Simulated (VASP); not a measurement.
# Si (I4/mmm) in VASP: further runs

One crystal, Si, is run at these levels: PBE; tasks: single point.

All numbers are computed with VASP 6.6.1; they aren't measurements. Logs are shortened: lines on timing, memory, paths and dates and some standing lists are left out, and cuts for length are marked.

### Step 1. The structure

It takes space group I4/mmm (No. 139, tetragonal). Conventional cell: a = 3.254 Å, b = 3.254 Å, c = 2.641 Å, α = 90.00°, β = 90.00°, γ = 90.00°. Around Si (site symmetry 4/mmm) lie 10 Si at 2.64 to 2.65 Å.

This isn't the form of Si at room conditions, which is diamond.

### Step 2. Single point, PBE

Input file INCAR:

```
ALGO     = Normal         # electronic algorithm
EDIFF    = 1E-6           # SCF threshold, eV
ENCUT    = 450            # plane-wave cutoff, eV
GGA      = PE             # functional
ISIF     = 2              # what is computed and relaxed
ISMEAR   = 0              # smearing method
LASPH    = T              # aspherical terms in the spheres
LCHARG   = F              # write CHGCAR
LREAL    = F              # projectors in reciprocal space
LWAVE    = F              # write WAVECAR
NELM     = 100            # most SCF steps
PREC     = Accurate       # precision mode
SIGMA    = 0.02           # smearing width, eV
```

Input file KPOINTS:

```
k-points
0
Gamma
  8 8 8
```

Input file POSCAR:

```
Si
1.0
   -1.6269149300      1.6269149300      1.3203298500
    1.6269149300     -1.6269149300      1.3203298500
    1.6269149300      1.6269149300     -1.3203298500
Si
1
Direct
    0.0000000000      0.0000000000      0.0000000000
```

Potentials or basis: VASP PAW PBE potentials, release 64 (Si_GW).

Launch:

```bash
$ cat potpaw_PBE.64/Si_GW/POTCAR > POTCAR
$ mpirun -np 1 vasp_std > vasp.out
```

OUTCAR:

```text
EDIFF = 1E-6
   ENCUT = 450
   GGA = PE
   ISIF = 2
   ISMEAR = 0
   LASPH = T
   LREAL = F
   NELM = 100
   PREC = Accurate

 ion  position               nearest neighbor table
   1  0.000  0.000  0.000-

  LATTYP: Found a body centered tetragonal cell.
 ALAT       =     3.2538298600
 C/A-ratio  =     0.8115543263

  Lattice vectors:

 A1 = (  -1.6269149300,   1.6269149300,   1.3203298500)
 A2 = (   1.6269149300,  -1.6269149300,   1.3203298500)
 A3 = (   1.6269149300,   1.6269149300,  -1.3203298500)

Analysis of symmetry for initial positions (statically):
=====================================================================
 Subroutine PRICEL returns:
 Original cell was already a primitive cell.

 Routine SETGRP: Setting up the symmetry group for a
 body centered tetragonal supercell.

 Subroutine GETGRP returns: Found 16 space group operations
 (whereof 16 operations were pure point group operations)
 out of a pool of 16 trial point group operations.

The static configuration has the point symmetry D_4h.

Analysis of symmetry for dynamics (positions and initial velocities):
=====================================================================
 Subroutine PRICEL returns:
 Original cell was already a primitive cell.

 Routine SETGRP: Setting up the symmetry group for a
 body centered tetragonal supercell.

 Subroutine GETGRP returns: Found 16 space group operations
 (whereof 16 operations were pure point group operations)
 out of a pool of 16 trial point group operations.

The dynamic configuration has the point symmetry D_4h.

 Subroutine INISYM returns: Found 16 space group operations
 (whereof 16 operations are pure point group operations),
 and found     1 'primitive' translations

----------------------------------------------------------------------------------------

                                     Primitive cell

  volume of cell :      13.9789

  direct lattice vectors                    reciprocal lattice vectors
    -1.626914930  1.626914930  1.320329850     0.000000000  0.307330144  0.378693249
     1.626914930 -1.626914930  1.320329850     0.307330144  0.000000000  0.378693249
     1.626914930  1.626914930 -1.320329850     0.307330144  0.307330144  0.000000000

  length of vectors
     2.652729781  2.652729781  2.652729781     0.487709334  0.487709334  0.434630458

[... 76 lines left out ...]
   ENCUT  =  450.0 eV  33.07 Ry    5.75 a.u.   4.59  4.59  4.59*2*pi/ulx,y,z
   NELM   =    100;   NELMIN=  2; NELMDL= -5     # of ELM steps
   EDIFF  = 0.1E-05   stopping-criterion for ELM
   LREAL  =      F    real-space projection
   EDIFFG = 0.1E-04   stopping-criterion for IOM
   NSW    =      0    number of steps for IOM
   IBRION =     -1    ionic relax: 0-MD 1-quasi-New 2-CG
   NFREE  =      0    steps in history (QN), initial steepest desc. (CG)
   ISIF   =      2    stress and relaxation
   ISYM   =      2    0-nonsym 1-usesym 2-fastsym
   POTIM  = 0.5000    time-step for ionic-motion
   TEBEG  =    0.0;   TEEND  =   0.0 temperature during run
   PSTRESS=    0.0 pullay stress
   NELECT =       4.0000    total number of electrons
   NUPDOWN=      -1.0000    fix difference up-down
   EMIN   =  10.00;   EMAX   =-10.00  energy-range for DOS
   EFERMI =   0.00;   METHOD = LEGACY
   ISMEAR =     0;   SIGMA  =   0.02  broadening in eV -4-tet -1-fermi 0-gaus
   EFERMI_NEDOS =   21; number of points for ismear=-14 and -15
   IALGO  =     38    algorithm
   IMIX   =      4    mixing-type and parameters
     AMIX     =   0.40;   BMIX     =  1.00
     AMIX_MAG =   1.60;   BMIX_MAG =  1.00
  volume/ion in A,a.u.               =      13.98        94.33
  Fermi-wavevector in a.u.,A,eV,Ry     =   1.078791  2.038620 15.834335  1.163791
  Thomas-Fermi vector in A             =   2.214739
   LORBIT       =      0    0 simple, 1 ext, 2 COOP (PROOUT), +10 PAW based schemes
   GGA     = PE    functional components
   LHFCALC =     F    Hartree Fock is set to
   AEXX    =    0.0000 exact exchange contribution
   IVDW    =     0    specifies the selected vdW correction
   LEPSILON=     F    determine dielectric tensor
   LRPA    =     F    only Hartree local field effects (RPA)
 non-spin polarized calculation
 Gauss-broadening in eV      SIGMA  =   0.02
  energy-cutoff  :      450.00
  volume of cell :       13.98
 maximum number of plane-waves:       317
   NGX =  9   NGY =  9   NGZ =  9

 number of electron       4.0000000 magnetization

 Free energy of the ion-electron system (eV)
  ---------------------------------------------------
  ext. energy  EPLUGINS =         0.00000000
  ---------------------------------------------------
  free energy    TOTEN  =        -4.97312966 eV

  energy without entropy =       -4.97312966  energy(sigma->0) =       -4.97312966

 E-fermi :  10.2735     XC(G=0): -11.3050

 val. band max:       10.1914547445   @ k =  -0.2500   0.2500   0.0000
 cond. band min:      10.3691806033   @ k =   0.3750   0.3750  -0.0000
 fundamental gap:      0.1777258587
 Fermi energy:        10.2734640788

 k-point     1 :       0.0000    0.0000    0.0000
  band No.  band energies     occupation
      1      -4.6849      2.00000
      2      19.6291      0.00000
      3      20.2287      0.00000
      4      20.2287      0.00000
      5      23.0617      0.00000
      6      24.0057      0.00000
[... 199 lines left out ...]
 k-point    24 :       0.3750    0.1250    0.1250
  band No.  band energies     occupation
      1       4.3836      2.00000
      2       4.8136      2.00000
      3      11.0050      0.00000
      4      11.2227      0.00000
      5      23.2062      0.00000
      6      24.1098      0.00000

 [... further k-points ...]

------------------------ aborting loop because EDIFF is reached ----------------------------------------

  FORCE on cell =-STRESS in cart. coord.  units (eV):
  Direction    XX          YY          ZZ          XY          YZ          ZX
  --------------------------------------------------------------------------------------
  -------------------------------------------------------------------------------------
  Total        0.5900697      0.5900697     -0.1724826      0.0000000     -0.0000000      0.0000000
  in kB       67.6303667     67.6303667    -19.7689522      0.0000000     -0.0000000      0.0000000
  external PRESSURE =      38.4972604 kB  Pullay stress =       0.0000000 kB

 VOLUME and BASIS-vectors are now :
 -----------------------------------------------------------------------------
  energy-cutoff  :      450.00
  volume of cell :       13.98
      direct lattice vectors                 reciprocal lattice vectors
    -1.626914930  1.626914930  1.320329850     0.000000000  0.307330144  0.378693249
     1.626914930 -1.626914930  1.320329850     0.307330144  0.000000000  0.378693249
     1.626914930  1.626914930 -1.320329850     0.307330144  0.307330144  0.000000000

 POSITION                                       TOTAL-FORCE (eV/Angst)
 -----------------------------------------------------------------------------------
      0.00000      0.00000      0.00000         0.000000     -0.000000     -0.000000
 -----------------------------------------------------------------------------------
    total drift:                                0.000000      0.000000      0.000000

  FREE ENERGIE OF THE ION-ELECTRON SYSTEM (eV)
  ---------------------------------------------------
  free  energy   TOTEN  =        -4.9731296620 eV

  energy  without entropy=       -4.9731296620  energy(sigma->0) =       -4.97312966
```

stdout:

```text
POSCAR found type information on POSCAR Si
 POSCAR found :  1 types and       1 ions
 scaLAPACK will be used
 LDA part: xc-table for (Slater+PW92), standard interpolation
 POSCAR, INCAR and KPOINTS ok, starting setup
 FFT: planning ... GRIDC
 FFT: planning ... GRID_SOFT
 FFT: planning ... GRID
 WAVECAR not read
 entering main loop
```

Run time: 5.7 s. Hardware: 1 thread of Intel Xeon 6975P-C (Granite Rapids), shared host; peak memory 0.11 GiB.

What came out:

```yaml
Free_energy: -4.9731 eV
Pressure: 3.8 GPa
Band_gap_on_the_k_mesh: none (metal or under the smearing width)
```

Stress tensor (GPa, compression positive):
```
 6.76  0.00  0.00
 0.00  6.76  0.00
 0.00  0.00 -1.98
```

Caveat: the k mesh is coarse (spacing up to 0.38 Å⁻¹), so the values aren't converged.

### Step 3. Single point, PBE

Input file INCAR:

```
SYSTEM = Si
PREC = Accurate ; ENCUT = 450
EDIFF = 1E-7 ; ISMEAR = 0
SIGMA = 0.02 ; LREAL = .False.
LASPH = .True. ; NELM = 80
ALGO = Normal ; ISIF = 2
LWAVE = .False. ; LCHARG = .True.
GGA = PE ; LELF = .True.
LVHAR = .True.
```

Input file KPOINTS:

```
Automatic mesh
0
Gamma
  6 6 6
  0 0 0
```

POSCAR is that of step 2.

Potentials or basis: VASP PAW PBE potentials, release 64 (Si_GW).

Launch:

```bash
$ cat potpaw_PBE.64/Si_GW/POTCAR > POTCAR
$ mpirun -np 1 vasp_std > vasp.out
```

OUTCAR:

```text
SYSTEM = Si
   PREC = Accurate
   ENCUT = 450
   EDIFF = 1E-7
   ISMEAR = 0
   LREAL = .False.
   LASPH = .True.
   NELM = 80
   ISIF = 2
   GGA = PE

 ion  position               nearest neighbor table
   1  0.000  0.000  0.000-

  LATTYP: Found a body centered tetragonal cell.
 ALAT       =     3.2538298600
 C/A-ratio  =     0.8115543263

  Lattice vectors:

 A1 = (  -1.6269149300,   1.6269149300,   1.3203298500)
 A2 = (   1.6269149300,  -1.6269149300,   1.3203298500)
 A3 = (   1.6269149300,   1.6269149300,  -1.3203298500)

[... 387 lines left out ...]
 k-point    24 :      -0.1667   -0.3333    0.1667
  band No.  band energies     occupation
      1       0.8412      2.00000
      2       9.4460      2.00000
      3      12.7292      0.00000
      4      14.8238      0.00000
      5      18.7705      0.00000
      6      21.2786      0.00000

 [... further k-points ...]
[... 5 lines left out ...]
  --------------------------------------------------------------------------------------
  -------------------------------------------------------------------------------------
  Total        0.4596827      0.4596827     -0.3099217      0.0000000      0.0000000      0.0000000
  in kB       52.6861679     52.6861679    -35.5214343      0.0000000      0.0000000      0.0000000
  external PRESSURE =      23.2836339 kB  Pullay stress =       0.0000000 kB

 VOLUME and BASIS-vectors are now :
 -----------------------------------------------------------------------------
  energy-cutoff  :      450.00
  volume of cell :       13.98
      direct lattice vectors                 reciprocal lattice vectors
    -1.626914930  1.626914930  1.320329850     0.000000000  0.307330144  0.378693249
     1.626914930 -1.626914930  1.320329850     0.307330144  0.000000000  0.378693249
     1.626914930  1.626914930 -1.320329850     0.307330144  0.307330144  0.000000000

 POSITION                                       TOTAL-FORCE (eV/Angst)
 -----------------------------------------------------------------------------------
      0.00000      0.00000      0.00000         0.000000     -0.000000     -0.000000
 -----------------------------------------------------------------------------------
    total drift:                                0.000000      0.000000      0.000000

  FREE ENERGIE OF THE ION-ELECTRON SYSTEM (eV)
  ---------------------------------------------------
  free  energy   TOTEN  =        -4.8180723655 eV

  energy  without entropy=       -4.8179708208  energy(sigma->0) =       -4.81802159
```

OSZICAR:

```text
N       E                     dE             d eps       ncg     rms          rms(c)
DAV:   1    -0.185145226202E+01   -0.18515E+01   -0.26149E+03   432   0.657E+02
DAV:   2    -0.478806626205E+01   -0.29366E+01   -0.26266E+01   492   0.375E+01
DAV:   3    -0.484176474670E+01   -0.53698E-01   -0.53697E-01   480   0.527E+00
DAV:   4    -0.484209787287E+01   -0.33313E-03   -0.33312E-03   564   0.461E-01
DAV:   5    -0.484210562988E+01   -0.77570E-05   -0.77567E-05   486   0.463E-02    0.928E-01
DAV:   6    -0.482720394103E+01    0.14902E-01   -0.38277E-03   510   0.591E-01    0.563E-01
DAV:   7    -0.481807673537E+01    0.91272E-02   -0.92078E-03   522   0.933E-01    0.308E-02
DAV:   8    -0.481807226276E+01    0.44726E-05   -0.45175E-05   486   0.708E-02    0.601E-03
DAV:   9    -0.481807296501E+01   -0.70225E-06   -0.13555E-06   546   0.101E-02    0.686E-04
DAV:  10    -0.481807242021E+01    0.54480E-06   -0.15232E-08   432   0.148E-03    0.160E-04
DAV:  11    -0.481807236546E+01    0.54748E-07   -0.16033E-09   336   0.455E-04
   1 F= -.48180724E+01 E0= -.48180216E+01  d E =-.101545E-03
```

Run time: 2.4 s. Hardware: 1 thread of Intel Xeon Platinum 8488C (Sapphire Rapids), shared host; peak memory 0.11 GiB.

What came out:

* Free energy: -4.8181 eV
* Pressure: 2.3 GPa
* Band gap on the k mesh: none (metal or under the smearing width)

Caveat: the k mesh is coarse (spacing up to 0.51 Å⁻¹), so the values aren't converged.

### Step 4. Single point, PBE

Input file INCAR:

```
PREC     = Accurate       # precision mode
ENCUT    = 500            # plane-wave cutoff, eV
EDIFF    = 1E-6           # SCF threshold, eV
ISMEAR   = 0              # smearing method
SIGMA    = 0.02           # smearing width, eV
LREAL    = False          # projectors in reciprocal space
LASPH    = True           # aspherical terms in the spheres
NELM     = 60             # most SCF steps
ALGO     = Fast           # electronic algorithm
ISIF     = 2              # what is computed and relaxed
LWAVE    = False          # write WAVECAR
LCHARG   = False          # write CHGCAR
GGA      = PE             # functional
```

Input file KPOINTS:

```
Automatic mesh
0
Gamma
  7 7 7
```

POSCAR is that of step 3.

Potentials or basis: VASP PAW PBE potentials, release 64 (Si_GW).

Launch:

```bash
$ cat potpaw_PBE.64/Si_GW/POTCAR > POTCAR
$ mpirun -np 1 vasp_std > vasp.out
```

OUTCAR:

```text
PREC = Accurate
   ENCUT = 500
   EDIFF = 1E-6
   ISMEAR = 0
   LREAL = False
   LASPH = True
   NELM = 60
   ISIF = 2
   GGA = PE

 ion  position               nearest neighbor table
   1  0.000  0.000  0.000-

  LATTYP: Found a body centered tetragonal cell.
 ALAT       =     3.2538298600
 C/A-ratio  =     0.8115543263

  Lattice vectors:

 A1 = (  -1.6269149300,   1.6269149300,   1.3203298500)
 A2 = (   1.6269149300,  -1.6269149300,   1.3203298500)
 A3 = (   1.6269149300,   1.6269149300,  -1.3203298500)

[... 188 lines left out ...]
      6      23.9990      0.00000
[... 199 lines left out ...]
 k-point    24 :      -0.4286    0.4286    0.1429
  band No.  band energies     occupation
      1       0.7751      2.00000
      2       4.7021      2.00000
      3      17.3086      0.00000
      4      18.8911      0.00000
      5      19.8740      0.00000
      6      23.1021      0.00000

 [... further k-points ...]
[... 5 lines left out ...]
  --------------------------------------------------------------------------------------
  -------------------------------------------------------------------------------------
  Total        0.5084899      0.5084899     -0.0756650      0.0000000      0.0000000      0.0000000
  in kB       58.2801704     58.2801704     -8.6722835      0.0000000      0.0000000      0.0000000
  external PRESSURE =      35.9626858 kB  Pullay stress =       0.0000000 kB

 VOLUME and BASIS-vectors are now :
 -----------------------------------------------------------------------------
  energy-cutoff  :      500.00
  volume of cell :       13.98
      direct lattice vectors                 reciprocal lattice vectors
    -1.626914930  1.626914930  1.320329850     0.000000000  0.307330144  0.378693249
     1.626914930 -1.626914930  1.320329850     0.307330144  0.000000000  0.378693249
     1.626914930  1.626914930 -1.320329850     0.307330144  0.307330144  0.000000000

 POSITION                                       TOTAL-FORCE (eV/Angst)
 -----------------------------------------------------------------------------------
      0.00000      0.00000      0.00000        -0.000000      0.000000      0.000000
 -----------------------------------------------------------------------------------
    total drift:                                0.000000      0.000000     -0.000000

  FREE ENERGIE OF THE ION-ELECTRON SYSTEM (eV)
  ---------------------------------------------------
  free  energy   TOTEN  =        -4.9210518606 eV

  energy  without entropy=       -4.9201618418  energy(sigma->0) =       -4.92060685
```

OSZICAR:

```text
N       E                     dE             d eps       ncg     rms          rms(c)
DAV:   1    -0.219564617180E+01   -0.21956E+01   -0.24603E+03   594   0.681E+02
DAV:   2    -0.490862789079E+01   -0.27130E+01   -0.24539E+01   672   0.386E+01
DAV:   3    -0.494317509092E+01   -0.34547E-01   -0.34222E-01   648   0.471E+00
DAV:   4    -0.494361757075E+01   -0.44248E-03   -0.44247E-03   696   0.494E-01
DAV:   5    -0.494364370943E+01   -0.26139E-04   -0.26140E-04   690   0.755E-02    0.903E-01
RMM:   6    -0.492949342189E+01    0.14150E-01   -0.15394E-03   592   0.542E-01    0.554E-01
RMM:   7    -0.492105436625E+01    0.84391E-02   -0.10337E-02   679   0.934E-01    0.435E-02
RMM:   8    -0.492108098351E+01   -0.26617E-04   -0.26298E-04   583   0.173E-01    0.415E-02
RMM:   9    -0.492105315933E+01    0.27824E-04   -0.50716E-05   682   0.121E-01    0.247E-02
RMM:  10    -0.492105226714E+01    0.89219E-06   -0.26126E-05   694   0.553E-02    0.110E-02
RMM:  11    -0.492105186057E+01    0.40657E-06   -0.40282E-06   504   0.297E-02
   1 F= -.49210519E+01 E0= -.49206069E+01  d E =-.890019E-03
```

stdout:

```text
POSCAR found type information on POSCAR Si
 POSCAR found :  1 types and       1 ions
 scaLAPACK will be used
 LDA part: xc-table for (Slater+PW92), standard interpolation
 POSCAR, INCAR and KPOINTS ok, starting setup
 FFT: planning ... GRIDC
 FFT: planning ... GRID_SOFT
 FFT: planning ... GRID
 WAVECAR not read
 entering main loop
```

It took 3.1 s on 1 thread of Intel Xeon Platinum 8488C (Sapphire Rapids), shared host; peak memory 0.12 GiB.

Results:

* Free energy: -4.9211 eV
* Pressure: 3.6 GPa
* Band gap on the k mesh: none (metal or under the smearing width)

Stress tensor (GPa, compression positive):
```
 5.83  0.00  0.00
 0.00  5.83  0.00
 0.00  0.00 -0.87
```

Caveat: the k mesh is coarse (spacing up to 0.44 Å⁻¹), so the values aren't converged.

### Step 5. For comparison

An earlier run on the cell as given: functional PBE; potentials or basis VASP PAW PBE potentials, release 64 (Si); cutoff 520 eV; k mesh 13 × 13 × 13; occupations fermi-dirac, width 0.05 eV; no spin polarisation.

- Pressure: 3.5 GPa
- Band gap on the k mesh: none (metal or under the smearing width)

### Step 6. Summary

| potentials or basis | k mesh | cutoff (eV) | smearing | mesh quality | gap on the mesh (eV) | pressure (GPa) |
| --- | --- | --- | --- | --- | --- | --- |
| VASP PAW PBE potentials, release 64 (Si_GW) | 8 × 8 × 8 | 450 | gaussian 0.02 eV | coarse | none | 3.8 |
| VASP PAW PBE potentials, release 64 (Si_GW) | 6 × 6 × 6 | 450 | gaussian 0.02 eV | coarse | none | 2.3 |
| VASP PAW PBE potentials, release 64 (Si_GW) | 7 × 7 × 7 | 500 | gaussian 0.02 eV | coarse | none | 3.6 |
| VASP PAW PBE potentials, release 64 (Si) | 13 × 13 × 13 | 520 | fermi-dirac 0.05 eV | not flagged | none | 3.5 |

Alike in all rows: task single point; level PBE; no spin polarisation; cell as given.

Caveats: some runs use coarse meshes.

Absolute energies hang on the potentials; compare differences alone.
